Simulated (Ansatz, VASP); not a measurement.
**GeN2 in VASP and in Ansatz**

```
Ge N
1.0
     2.92791    0.00000    0.00000
    -1.46396    2.53565    0.00000
     0.00000    0.00000   22.00000
Ge N
2 4
Direct
  0.66667 0.33333 0.38646
  0.00000 0.00000 0.61354
  0.00000 0.00000 0.43659
  0.33333 0.66667 0.33974
  0.66667 0.33333 0.56341
  0.33333 0.66667 0.66026
```

Alike in both runs: task single point; functional PBE; dispersion D3(BJ); k mesh 6 × 6 × 1; occupations gaussian, width 0.1 eV; no spin polarisation.

```csv
,VASP,Ansatz
version,VASP 6.6.1,Ansatz 0.2.0
potentials or method,"VASP PAW PBE potentials, release 64 (Ge_d, N)","scalar-relativistic, plane waves, PAW"
plane-wave cutoff (eV),520,420
valence electrons in the cell,48,48
```

|  | VASP | Ansatz | Ansatz less VASP |
| --- | --- | --- | --- |
| gap on the k mesh at the Fermi level (eV) | none | none | - |
| rms of the force components (eV/Å) | 0.354 | 0.356 | +0.0029 |

Atom by atom the forces differ by 0.004 eV/Å (rms over components). A gap of «none» marks a metal or a gap that the smearing closes. Ansatz warned: «slab_cell_height_set».

Caveats: the k mesh is coarse (spacing up to 0.41 Å⁻¹), so the values aren't converged.
